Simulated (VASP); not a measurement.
# Mg (P6_3/mmc) in VASP: a series of runs

One crystal, Mg, is run at these levels: PBE; tasks: single point.

Everything below comes from runs of VASP 6.6.1. Logs are shortened: lines on timing, memory, paths and dates and some standing lists are left out, and cuts for length are marked.

## (1) The structure

The structure is hexagonal, space group P6_3/mmc (No. 194). Conventional cell: a = 3.209 Å, b = 3.209 Å, c = 5.210 Å, α = 90.00°, β = 90.00°, γ = 120.00°. Mg (site symmetry -6m2) is surrounded by 12 Mg at 3.20 to 3.21 Å.

## (2) Single point, PBE

Input file INCAR:

```
SYSTEM = Mg
ALGO = Normal
EDIFF = 1E-7
ENCUT = 520
GGA = PE
ISIF = 2
ISMEAR = 0
LASPH = .True.
LCHARG = .False.
LREAL = .False.
LWAVE = .False.
NELM = 60
PREC = Accurate
SIGMA = 0.022
```

Input file KPOINTS:

```
k-points
0
Gamma
  10 10 5
  0 0 0
```

Input file POSCAR:

```
Mg
1.0
    3.2093000000      0.0000000000      0.0000000000
   -1.6046500000      2.7793353284      0.0000000000
    0.0000000000      0.0000000000      5.2103000000
Mg
2
Direct
    0.6666666667      0.3333333333      0.7500000000
    0.3333333333      0.6666666667      0.2500000000
```

Potentials or basis: VASP PAW PBE potentials, release 64 (Mg).

Launch:

```
> cat potpaw_PBE.64/Mg/POTCAR > POTCAR
> mpirun -np 1 vasp_std > vasp.out
```

OUTCAR:

```text
SYSTEM = Mg
   EDIFF = 1E-7
   ENCUT = 520
   GGA = PE
   ISIF = 2
   ISMEAR = 0
   LASPH = .True.
   LREAL = .False.
   NELM = 60
   PREC = Accurate

 ion  position               nearest neighbor table
   1  0.667  0.333  0.750-   2 3.20   2 3.20   2 3.20   2 3.20   2 3.20   2 3.20
   2  0.333  0.667  0.250-   1 3.20   1 3.20   1 3.20   1 3.20   1 3.20   1 3.20

  LATTYP: Found a hexagonal cell.
 ALAT       =     3.2093000000
 C/A-ratio  =     1.6235004518

  Lattice vectors:

 A1 = (   3.2093000000,   0.0000000000,   0.0000000000)
 A2 = (  -1.6046500000,   2.7793353284,   0.0000000000)
 A3 = (   0.0000000000,   0.0000000000,   5.2103000000)

Analysis of symmetry for initial positions (statically):
=====================================================================
 Subroutine PRICEL returns:
 Original cell was already a primitive cell.

 Routine SETGRP: Setting up the symmetry group for a
 hexagonal supercell.

 Subroutine GETGRP returns: Found 24 space group operations
 (whereof 12 operations were pure point group operations)
 out of a pool of 24 trial point group operations.

The static configuration has the point symmetry D_3d.
 The point group associated with its full space group is D_6h.

Analysis of symmetry for dynamics (positions and initial velocities):
=====================================================================
 Subroutine PRICEL returns:
 Original cell was already a primitive cell.

 Routine SETGRP: Setting up the symmetry group for a
 hexagonal supercell.

 Subroutine GETGRP returns: Found 24 space group operations
 (whereof 12 operations were pure point group operations)
 out of a pool of 24 trial point group operations.

The dynamic configuration has the point symmetry D_3d.
 The point group associated with its full space group is D_6h.

 Subroutine INISYM returns: Found 24 space group operations
 (whereof 12 operations are pure point group operations),
 and found     1 'primitive' translations

----------------------------------------------------------------------------------------

                                     Primitive cell

  volume of cell :      46.4744

  direct lattice vectors                    reciprocal lattice vectors
     3.209300000  0.000000000  0.000000000     0.311594429  0.179899127  0.000000000
    -1.604650000  2.779335328  0.000000000     0.000000000  0.359798255  0.000000000
     0.000000000  0.000000000  5.210300000     0.000000000  0.000000000  0.191927528

  length of vectors
     3.209300000  3.209300000  5.210300000     0.359798255  0.359798255  0.191927528

  position of ions in fractional coordinates (direct lattice)
     0.666666667  0.333333333  0.750000000
     0.333333333  0.666666667  0.250000000

  ion indices of the primitive-cell ions
   primitive index   ion index
                 1           1
                 2           2

----------------------------------------------------------------------------------------

 KPOINTS: k-points

Automatic generation of k-mesh.
 Grid dimensions read from file:
 generate k-points for:   10   10    5

 Generating k-lattice:

  Cartesian coordinates                     Fractional coordinates (reciprocal lattice)
     0.031159443  0.017989913  0.000000000     0.100000000 -0.000000000  0.000000000
     0.000000000  0.035979825  0.000000000     0.000000000  0.100000000  0.000000000
     0.000000000  0.000000000  0.038385506     0.000000000  0.000000000  0.200000000

  Length of vectors
     0.035979825  0.035979825  0.038385506

  Shift w.r.t. Gamma in fractional coordinates (k-lattice)
     0.000000000  0.000000000  0.000000000

 Subroutine IBZKPT returns following result:
 ===========================================

 Found     42 irreducible k-points:

 Following reciprocal coordinates:
            Coordinates               Weight
  0.000000  0.000000  0.000000      1.000000
  0.100000  0.000000  0.000000      6.000000
  0.200000  0.000000  0.000000      6.000000
  0.300000  0.000000  0.000000      6.000000
  0.400000  0.000000  0.000000      6.000000
  0.500000  0.000000  0.000000      3.000000
[... 16 lines left out ...]
  0.300000  0.100000  0.200000     24.000000
  0.400000  0.100000  0.200000     24.000000
 [... further k-points ...]
   k-points           NKPTS =     42   k-points in BZ     NKDIM =     42   number of bands    NBANDS=      6
   number of dos      NEDOS =    301   number of ions     NIONS =      2
   total plane-waves  NPLWV =  23040
   dimension x,y,z NGX =    24 NGY =   24 NGZ =   40
   dimension x,y,z NGXF=    48 NGYF=   48 NGZF=   80
   ions per type =               2
   NGX,Y,Z   is equivalent  to a cutoff of  12.43, 12.43, 12.76 a.u.
   NGXF,Y,Z  is equivalent  to a cutoff of  24.86, 24.86, 25.53 a.u.
 SYSTEM =  Mg
   PREC   = accura    normal or accurate (medium, high low for compatibility)
   ISTART =      0    job   : 0-new  1-cont  2-samecut
   ICHARG =      2    charge: 1-file 2-atom 10-const
   ISPIN  =      1    spin polarized calculation?
   LNONCOLLINEAR =      F non collinear calculations
   LSORBIT =      F    spin-orbit coupling
   LASPH  =      T    aspherical Exc in radial PAW
   ENCUT  =  520.0 eV  38.22 Ry    6.18 a.u.   5.97  5.97  9.69*2*pi/ulx,y,z
   NELM   =     60;   NELMIN=  2; NELMDL= -5     # of ELM steps
   EDIFF  = 0.1E-06   stopping-criterion for ELM
   LREAL  =      F    real-space projection
   EDIFFG = 0.1E-05   stopping-criterion for IOM
   NSW    =      0    number of steps for IOM
   IBRION =     -1    ionic relax: 0-MD 1-quasi-New 2-CG
   NFREE  =      0    steps in history (QN), initial steepest desc. (CG)
   ISIF   =      2    stress and relaxation
   ISYM   =      2    0-nonsym 1-usesym 2-fastsym
   POTIM  = 0.5000    time-step for ionic-motion
   TEBEG  =    0.0;   TEEND  =   0.0 temperature during run
   PSTRESS=    0.0 pullay stress
   NELECT =       4.0000    total number of electrons
   NUPDOWN=      -1.0000    fix difference up-down
   EMIN   =  10.00;   EMAX   =-10.00  energy-range for DOS
   EFERMI =   0.00;   METHOD = LEGACY
   ISMEAR =     0;   SIGMA  =   0.02  broadening in eV -4-tet -1-fermi 0-gaus
   EFERMI_NEDOS =   21; number of points for ismear=-14 and -15
   IALGO  =     38    algorithm
   IMIX   =      4    mixing-type and parameters
     AMIX     =   0.40;   BMIX     =  1.00
     AMIX_MAG =   1.60;   BMIX_MAG =  1.00
  volume/ion in A,a.u.               =      23.24       156.81
  Fermi-wavevector in a.u.,A,eV,Ry     =   0.722809  1.365911  7.108401  0.522453
  Thomas-Fermi vector in A             =   1.812866
   LORBIT       =      0    0 simple, 1 ext, 2 COOP (PROOUT), +10 PAW based schemes
   GGA     = PE    functional components
   LHFCALC =     F    Hartree Fock is set to
   AEXX    =    0.0000 exact exchange contribution
   IVDW    =     0    specifies the selected vdW correction
   LEPSILON=     F    determine dielectric tensor
   LRPA    =     F    only Hartree local field effects (RPA)
 non-spin polarized calculation
 Gauss-broadening in eV      SIGMA  =   0.02
  energy-cutoff  :      520.00
  volume of cell :       46.47
 maximum number of plane-waves:      1277
 NGX is ok and might be reduce to    24
   NGX = 11   NGY = 11   NGZ = 19

 number of electron       4.0000000 magnetization

 Free energy of the ion-electron system (eV)
  ---------------------------------------------------
  ext. energy  EPLUGINS =         0.00000000
  ---------------------------------------------------
  free energy    TOTEN  =        -2.99925829 eV

  energy without entropy =       -2.99858417  energy(sigma->0) =       -2.99892123

 E-fermi :   2.5634     XC(G=0):  -8.4539

 val. band max:        2.5505062702   @ k =   0.4000   0.1000   0.4000
 cond. band min:       2.6092340421   @ k =   0.2000   0.1000   0.0000
 fundamental gap:      0.0587277720
 Fermi energy:         2.5633509314

 k-point     1 :       0.0000    0.0000    0.0000
  band No.  band energies     occupation
      1      -4.3093      2.00000
      2       0.9089      2.00000
      3       1.3256      2.00000
      4      13.4381      0.00000
      5      13.4499      0.00000
      6      13.5278      0.00000

 k-point     2 :       0.1000    0.0000    0.0000
  band No.  band energies     occupation
      1      -4.1141      2.00000
      2       1.0876      2.00000
      3       1.5154      2.00000
      4      10.6586      0.00000
      5      12.0071      0.00000
      6      12.8094      0.00000

 k-point     3 :       0.2000    0.0000    0.0000
  band No.  band energies     occupation
      1      -3.5309      2.00000
      2       1.6240      2.00000
      3       2.0737      2.00000
      4       7.7056      0.00000
      5      10.8578      0.00000
      6      11.3324      0.00000

 k-point     4 :       0.3000    0.0000    0.0000
  band No.  band energies     occupation
      1      -2.5667      2.00000
      2       2.5190      1.99565
      3       2.9218      0.00000
      4       5.1007      0.00000
      5       9.6781      0.00000
      6       9.7319      0.00000

 k-point     5 :       0.4000    0.0000    0.0000
  band No.  band energies     occupation
      1      -1.2333      2.00000
      2       2.3993      2.00000
      3       3.7721      0.00000
      4       4.5198      0.00000
      5       7.3955      0.00000
      6       7.8250      0.00000
[... 136 lines left out ...]
 k-point    21 :       0.1000    0.1000    0.2000
  band No.  band energies     occupation
      1      -3.5040      2.00000
      2      -0.2524      2.00000
      3       3.9648      0.00000
      4       9.3065      0.00000
      5       9.6101      0.00000
      6      12.1958      0.00000

 k-point    22 :       0.2000    0.1000    0.2000
  band No.  band energies     occupation
      1      -2.7321      2.00000
      2       0.4904      2.00000
      3       4.6182      0.00000
      4       6.6848      0.00000
      5       8.3436      0.00000
      6       9.7967      0.00000

 k-point    23 :       0.3000    0.1000    0.2000
  band No.  band energies     occupation
      1      -1.5859      2.00000
      2       1.5767      2.00000
      3       3.9866      0.00000
      4       5.8305      0.00000
      5       6.9167      0.00000
      6       8.0913      0.00000

 k-point    24 :       0.4000    0.1000    0.2000
  band No.  band energies     occupation
      1      -0.0818      2.00000
      2       1.7185      2.00000
      3       3.1685      0.00000
      4       4.9000      0.00000
      5       6.8409      0.00000
      6       7.8182      0.00000

 [... further k-points ...]
[... 5 lines left out ...]
  --------------------------------------------------------------------------------------
  -------------------------------------------------------------------------------------
  Total       -0.2343773     -0.2343773     -0.0279071     -0.0000000      0.0000000      0.0000000
  in kB       -8.0800140     -8.0800140     -0.9620805     -0.0000000      0.0000000      0.0000000
  external PRESSURE =      -5.7073695 kB  Pullay stress =       0.0000000 kB

 VOLUME and BASIS-vectors are now :
 -----------------------------------------------------------------------------
  energy-cutoff  :      520.00
  volume of cell :       46.47
      direct lattice vectors                 reciprocal lattice vectors
     3.209300000  0.000000000  0.000000000     0.311594429  0.179899127  0.000000000
    -1.604650000  2.779335328  0.000000000     0.000000000  0.359798255  0.000000000
     0.000000000  0.000000000  5.210300000     0.000000000  0.000000000  0.191927528

 POSITION                                       TOTAL-FORCE (eV/Angst)
 -----------------------------------------------------------------------------------
      1.60465      0.92645      3.90773        -0.000000      0.000000      0.000000
     -0.00000      1.85289      1.30258         0.000000     -0.000000      0.000000
 -----------------------------------------------------------------------------------
    total drift:                                0.000000     -0.000000      0.000000

  FREE ENERGIE OF THE ION-ELECTRON SYSTEM (eV)
  ---------------------------------------------------
  free  energy   TOTEN  =        -2.9992582923 eV

  energy  without entropy=       -2.9985841745  energy(sigma->0) =       -2.99892123
```

It took 13 s on 1 thread of AMD EPYC 7R13 (Zen 3), shared host; peak memory 0.13 GiB.

Results:

| Property | Result |
| --- | --- |
| Free energy | -2.9993 eV |
| Pressure | -0.6 GPa |
| Band gap on the k mesh | none (metal or under the smearing width) |

Levels at points of the mesh, in eV from the Fermi level:
```csv
k point,band 1,band 2,band 3,band 4,band 5
"(0.00, 0.00, 0.00)",-6.87,-1.65,-1.24,10.87,10.89
"(0.50, 0.00, 0.00)",-2.11,-2.11,2.65,3.03,3.25
```

(Continued in part 2 of 2.)
